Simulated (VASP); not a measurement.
# CdSe (Cadmoselite) (P6_3mc) in VASP: notebook

CdSe (Cadmoselite) is run at these levels: r2SCAN, r2SCAN0, revPBE+D3(BJ), LDA; tasks: single point.

Everything below comes from runs of VASP 6.6.1. Logs are shortened: lines on timing, memory, paths and dates and some standing lists are left out, and cuts for length are marked.

**What was measured.**

A printed reference work, data compilation reports, for a bulk crystal of CdSe at 2 K: band gap 1.841 eV.

How close the calculation comes is told below.

## (1) The cell of the first run

The structure is hexagonal, space group P6_3mc (No. 186). The conventional cell has a = 4.357 Å, b = 4.357 Å, c = 7.112 Å, α = 90.00°, β = 90.00°, γ = 120.00°. Cd (site symmetry 3m) has 4 Se at 2.64 to 2.74 Å within 3.5 Å. Within 3.5 Å of Se (site symmetry 3m) lie 4 Cd at 2.64 to 2.74 Å.

## (2) Single point, r2SCAN

The input, POSCAR:

```
CdSe
1.0
    4.3565854364      0.0000000000      0.0000000000
   -2.1782927182      3.7729136617      0.0000000000
    0.0000000000      0.0000000000      7.1123790148
Cd Se
2 2
Direct
    0.6666666667      0.3333333333      0.5000000000
    0.3333333333      0.6666666667      0.0000000000
    0.6666666667      0.3333333333      0.8850000000
    0.3333333333      0.6666666667      0.3850000000
```

The input, INCAR.step1:

```
SYSTEM = CdSe
PREC = Accurate ; ENCUT = 520
ISMEAR = -1 ; SIGMA = 0.05
LREAL = .False. ; LASPH = .True.
NELM = 100 ; NBANDS = 26
GGA = PE ; ALGO = Normal
EDIFF = 1E-4 ; LWAVE = .True.
LCHARG = .False.
```

The input, INCAR.step2:

```
SYSTEM = CdSe
PREC = Accurate ; ENCUT = 520
EDIFF = 1E-6 ; ISMEAR = -1
SIGMA = 0.05 ; LREAL = .False.
LASPH = .True. ; NELM = 100
ALGO = Normal ; ISIF = 2
LWAVE = .False. ; LCHARG = .False.
METAGGA = R2SCAN ; LMIXTAU = .True.
NBANDS = 26 ; ISTART = 1
```

The input, KPOINTS:

```
Automatic mesh
0
Gamma
  7 7 4
  0 0 0
```

Potentials or basis: VASP PAW PBE potentials, release 64 (Cd, Se).

Started as:

```
$ cat potpaw_PBE.64/Cd/POTCAR potpaw_PBE.64/Se/POTCAR > POTCAR
$ cp INCAR.step1 INCAR
$ mpirun -np 1 vasp_std > vasp.out
$ cp INCAR.step2 INCAR
$ mpirun -np 1 vasp_std > vasp.out
```

OUTCAR:

```text
SYSTEM = CdSe
   PREC = Accurate
   ENCUT = 520
   EDIFF = 1E-6
   ISMEAR = -1
   LREAL = .False.
   LASPH = .True.
   NELM = 100
   ISIF = 2
   METAGGA = R2SCAN
   ISTART = 1

 ion  position               nearest neighbor table
   1  0.667  0.333  0.500-   4 2.64   4 2.64   4 2.64   3 2.74
   2  0.333  0.667  0.000-   3 2.64   3 2.64   3 2.64   4 2.74
   3  0.667  0.333  0.885-   2 2.64   2 2.64   2 2.64   1 2.74
   4  0.333  0.667  0.385-   1 2.64   1 2.64   1 2.64   2 2.74

  LATTYP: Found a hexagonal cell.
 ALAT       =     4.3565854364
 C/A-ratio  =     1.6325581395

  Lattice vectors:

 A1 = (   4.3565854364,   0.0000000000,   0.0000000000)
 A2 = (  -2.1782927182,   3.7729136617,   0.0000000000)
 A3 = (   0.0000000000,   0.0000000000,   7.1123790148)

Analysis of symmetry for initial positions (statically):
=====================================================================
 Subroutine PRICEL returns:
 Original cell was already a primitive cell.

 Routine SETGRP: Setting up the symmetry group for a
 hexagonal supercell.

 Subroutine GETGRP returns: Found 12 space group operations
 (whereof  6 operations were pure point group operations)
 out of a pool of 24 trial point group operations.

The static configuration has the point symmetry C_3v.
 The point group associated with its full space group is C_6v.

Analysis of symmetry for dynamics (positions and initial velocities):
=====================================================================
 Subroutine PRICEL returns:
 Original cell was already a primitive cell.

 Routine SETGRP: Setting up the symmetry group for a
 hexagonal supercell.

 Subroutine GETGRP returns: Found 12 space group operations
 (whereof  6 operations were pure point group operations)
 out of a pool of 24 trial point group operations.

The dynamic configuration has the point symmetry C_3v.
 The point group associated with its full space group is C_6v.

 Subroutine INISYM returns: Found 12 space group operations
 (whereof  6 operations are pure point group operations),
 and found     1 'primitive' translations

----------------------------------------------------------------------------------------

                                     Primitive cell

  volume of cell :     116.9063

  direct lattice vectors                    reciprocal lattice vectors
     4.356585436  0.000000000  0.000000000     0.229537562  0.132523573  0.000000000
    -2.178292718  3.772913662  0.000000000     0.000000000  0.265047146  0.000000000
     0.000000000  0.000000000  7.112379015     0.000000000  0.000000000  0.140599931

  length of vectors
     4.356585436  4.356585436  7.112379015     0.265047146  0.265047146  0.140599931

  position of ions in fractional coordinates (direct lattice)
     0.666666667  0.333333333  0.500000000
     0.333333333  0.666666667  0.000000000
     0.666666667  0.333333333  0.885000000
     0.333333333  0.666666667  0.385000000

  ion indices of the primitive-cell ions
   primitive index   ion index
                 1           1
                 2           2
                 3           3
                 4           4

----------------------------------------------------------------------------------------

 KPOINTS: Automatic mesh

Automatic generation of k-mesh.
 Grid dimensions read from file:
 generate k-points for:    7    7    4

 Generating k-lattice:

  Cartesian coordinates                     Fractional coordinates (reciprocal lattice)
     0.032791080  0.018931939  0.000000000     0.142857143  0.000000000  0.000000000
     0.000000000  0.037863878  0.000000000     0.000000000  0.142857143  0.000000000
     0.000000000  0.000000000  0.035149983     0.000000000  0.000000000  0.250000000

  Length of vectors
     0.037863878  0.037863878  0.035149983

  Shift w.r.t. Gamma in fractional coordinates (k-lattice)
     0.000000000  0.000000000  0.000000000

 Subroutine IBZKPT returns following result:
 ===========================================

 Found     24 irreducible k-points:

 Following reciprocal coordinates:
            Coordinates               Weight
  0.000000  0.000000  0.000000      1.000000
  0.142857  0.000000  0.000000      6.000000
  0.285714  0.000000  0.000000      6.000000
  0.428571  0.000000  0.000000      6.000000
  0.142857  0.142857  0.000000      6.000000
  0.285714  0.142857  0.000000     12.000000
[... 16 lines left out ...]
  0.428571  0.142857  0.500000      6.000000
  0.285714  0.285714  0.500000      6.000000
   k-points           NKPTS =     24   k-points in BZ     NKDIM =     24   number of bands    NBANDS=     26
   number of dos      NEDOS =    301   number of ions     NIONS =      4
   total plane-waves  NPLWV =  55296
   dimension x,y,z NGX =    32 NGY =   32 NGZ =   54
   dimension x,y,z NGXF=    64 NGYF=   64 NGZF=  108
   ions per type =               2   2
   NGX,Y,Z   is equivalent  to a cutoff of  12.21, 12.21, 12.62 a.u.
   NGXF,Y,Z  is equivalent  to a cutoff of  24.42, 24.42, 25.24 a.u.
 SYSTEM =  CdSe
   PREC   = accura    normal or accurate (medium, high low for compatibility)
   ISTART =      1    job   : 0-new  1-cont  2-samecut
   ICHARG =      0    charge: 1-file 2-atom 10-const
   ISPIN  =      1    spin polarized calculation?
   LNONCOLLINEAR =      F non collinear calculations
   LSORBIT =      F    spin-orbit coupling
   LASPH  =      T    aspherical Exc in radial PAW
   ENCUT  =  520.0 eV  38.22 Ry    6.18 a.u.   8.10  8.10 13.22*2*pi/ulx,y,z
   NELM   =    100;   NELMIN=  2; NELMDL=  0     # of ELM steps
   EDIFF  = 0.1E-05   stopping-criterion for ELM
   LREAL  =      F    real-space projection
   EDIFFG = 0.1E-04   stopping-criterion for IOM
   NSW    =      0    number of steps for IOM
   IBRION =     -1    ionic relax: 0-MD 1-quasi-New 2-CG
   NFREE  =      0    steps in history (QN), initial steepest desc. (CG)
   ISIF   =      2    stress and relaxation
   ISYM   =      2    0-nonsym 1-usesym 2-fastsym
   POTIM  = 0.5000    time-step for ionic-motion
   TEBEG  =    0.0;   TEEND  =   0.0 temperature during run
   PSTRESS=    0.0 pullay stress
   NELECT =      36.0000    total number of electrons
   NUPDOWN=      -1.0000    fix difference up-down
   EMIN   =  10.00;   EMAX   =-10.00  energy-range for DOS
   EFERMI =   0.00;   METHOD = LEGACY
   ISMEAR =    -1;   SIGMA  =   0.05  broadening in eV -4-tet -1-fermi 0-gaus
   EFERMI_NEDOS =   21; number of points for ismear=-14 and -15
   IALGO  =     38    algorithm
   IMIX   =      4    mixing-type and parameters
     AMIX     =   0.40;   BMIX     =  1.00
     AMIX_MAG =   1.60;   BMIX_MAG =  1.00
  volume/ion in A,a.u.               =      29.23       197.23
  Fermi-wavevector in a.u.,A,eV,Ry     =   1.105511  2.089113 16.628417  1.222154
  Thomas-Fermi vector in A             =   2.241999
   LORBIT       =      0    0 simple, 1 ext, 2 COOP (PROOUT), +10 PAW based schemes
   METAGGA = R2SCAN    functional components
   LHFCALC =     F    Hartree Fock is set to
   AEXX    =    0.0000 exact exchange contribution
   IVDW    =     0    specifies the selected vdW correction
   LEPSILON=     F    determine dielectric tensor
   LRPA    =     F    only Hartree local field effects (RPA)
 non-spin polarized calculation
  energy-cutoff  :      520.00
  volume of cell :      116.91
 maximum number of plane-waves:      3176
   NGX = 17   NGY = 17   NGZ = 27

 number of electron      36.0000004 magnetization

 Free energy of the ion-electron system (eV)
  ---------------------------------------------------
  ext. energy  EPLUGINS =         0.00000000
  ---------------------------------------------------
  free energy    TOTEN  =       -71.81405397 eV

  energy without entropy =      -71.81405351  energy(sigma->0) =      -71.81405374

 E-fermi :   0.9159     XC(G=0):  -9.2368

 val. band max:        0.3327138048   @ k =   0.0000   0.0000   0.0000
 cond. band min:       1.4268524811   @ k =   0.0000   0.0000   0.0000
 fundamental gap:      1.0941386764
 Fermi energy:         0.9158912551

 k-point     1 :       0.0000    0.0000    0.0000
  band No.  band energies     occupation
      1     -12.4666      2.00000
      2     -12.1263      2.00000
      3      -7.7101      2.00000
      4      -7.7101      2.00000
      5      -7.6554      2.00000
      6      -7.6554      2.00000
[... 18 lines left out ...]
     25       7.8347      0.00000
     26       8.3460      0.00000

 k-point     2 :       0.1429    0.0000    0.0000
  band No.  band energies     occupation
      1     -12.4078      2.00000
      2     -12.0980      2.00000
      3      -7.6856      2.00000
      4      -7.6725      2.00000
      5      -7.6275      2.00000
      6      -7.6246      2.00000
[... 18 lines left out ...]
     25       7.9848      0.00000
     26       8.3159      0.00000

 k-point     3 :       0.2857    0.0000    0.0000
  band No.  band energies     occupation
      1     -12.2677      2.00000
      2     -12.0405      2.00000
      3      -7.6364      2.00000
      4      -7.6223      2.00000
      5      -7.5553      2.00000
      6      -7.5313      2.00000
[... 18 lines left out ...]
     25       8.4462      0.00000
     26       8.8086      0.00000

 k-point     4 :       0.4286    0.0000    0.0000
  band No.  band energies     occupation
      1     -12.1389      2.00000
      2     -12.0094      2.00000
      3      -7.6056      2.00000
      4      -7.6014      2.00000
      5      -7.5014      2.00000
      6      -7.4559      2.00000
[... 18 lines left out ...]
     25       8.6572      0.00000
     26       9.9861      0.00000
[... 496 lines left out ...]
      1     -12.0869      2.00000
      2     -12.0869      2.00000
      3      -7.5732      2.00000
      4      -7.5732      2.00000
      5      -7.5491      2.00000
      6      -7.5491      2.00000
[... 18 lines left out ...]
     25       8.5618      0.00000
     26       8.5618      0.00000

 k-point    23 :       0.4286    0.1429    0.5000
  band No.  band energies     occupation
      1     -12.0464      2.00000
      2     -12.0464      2.00000
      3      -7.5520      2.00000
      4      -7.5520      2.00000
      5      -7.5435      2.00000
      6      -7.5435      2.00000
[... 18 lines left out ...]
     25       9.1757      0.00000
     26       9.1757      0.00000

 k-point    24 :       0.2857    0.2857    0.5000
  band No.  band energies     occupation
      1     -12.0371      2.00000
      2     -12.0371      2.00000
      3      -7.5481      2.00000
      4      -7.5481      2.00000
      5      -7.5302      2.00000
      6      -7.5302      2.00000
[... 18 lines left out ...]
     25       8.8772      0.00000
     26       8.8772      0.00000

------------------------ aborting loop because EDIFF is reached ----------------------------------------

  FORCE on cell =-STRESS in cart. coord.  units (eV):
  Direction    XX          YY          ZZ          XY          YZ          ZX
  --------------------------------------------------------------------------------------
  -------------------------------------------------------------------------------------
  Total        0.1793649      0.1793649     -1.0127186      0.0000000     -0.0000000      0.0000000
  in kB        2.4581595      2.4581595    -13.8791029      0.0000000     -0.0000000      0.0000000
  external PRESSURE =      -2.9875946 kB  Pullay stress =       0.0000000 kB

 VOLUME and BASIS-vectors are now :
 -----------------------------------------------------------------------------
  energy-cutoff  :      520.00
  volume of cell :      116.91
      direct lattice vectors                 reciprocal lattice vectors
     4.356585436  0.000000000  0.000000000     0.229537562  0.132523573  0.000000000
    -2.178292718  3.772913662  0.000000000     0.000000000  0.265047146  0.000000000
     0.000000000  0.000000000  7.112379015     0.000000000  0.000000000  0.140599931

 POSITION                                       TOTAL-FORCE (eV/Angst)
 -----------------------------------------------------------------------------------
      2.17829      1.25764      3.55619         0.000000     -0.000000      0.246144
     -0.00000      2.51528      0.00000        -0.000000     -0.000000      0.246144
      2.17829      1.25764      6.29446        -0.000000      0.000000     -0.246144
     -0.00000      2.51528      2.73827        -0.000000     -0.000000     -0.246144
 -----------------------------------------------------------------------------------
    total drift:                               -0.000000      0.000000      0.002540

  FREE ENERGIE OF THE ION-ELECTRON SYSTEM (eV)
  ---------------------------------------------------
  free  energy   TOTEN  =       -71.8140539718 eV

  energy  without entropy=      -71.8140535122  energy(sigma->0) =      -71.81405374
```

Wall time 1.8 min (1 thread of Intel Xeon Platinum 8559C (Emerald Rapids), shared host); peak memory 0.26 GiB.

Results:

| Quantity | Value |
| --- | --- |
| Free energy | -71.8141 eV |
| Pressure | -0.3 GPa |
| Largest force | 0.246 eV/Å |
| Band gap on the k mesh | 1.09 eV, direct |

Forces in eV/Å, atoms in the order of the input:
```
Cd   0.000  0.000  0.246
Cd   0.000  0.000  0.246
Se   0.000  0.000 -0.246
Se   0.000  0.000 -0.246
```

Levels at points of the mesh, in eV from the valence-band top:
```csv
k point,band 15,band 16,band 17,band 18,band 19,band 20,band 21,band 22
"(0.00, 0.00, 0.00)",-0.67,0.00,0.00,0.00,1.09,2.54,6.39,6.39
"(0.00, 0.00, 0.50)",-0.35,-0.35,-0.35,-0.35,2.71,2.71,6.22,6.22
```

Caveat: the PAW data sets were made with another functional, which shifts forces and pressure a little.

(Continued in part 2 of 3.)
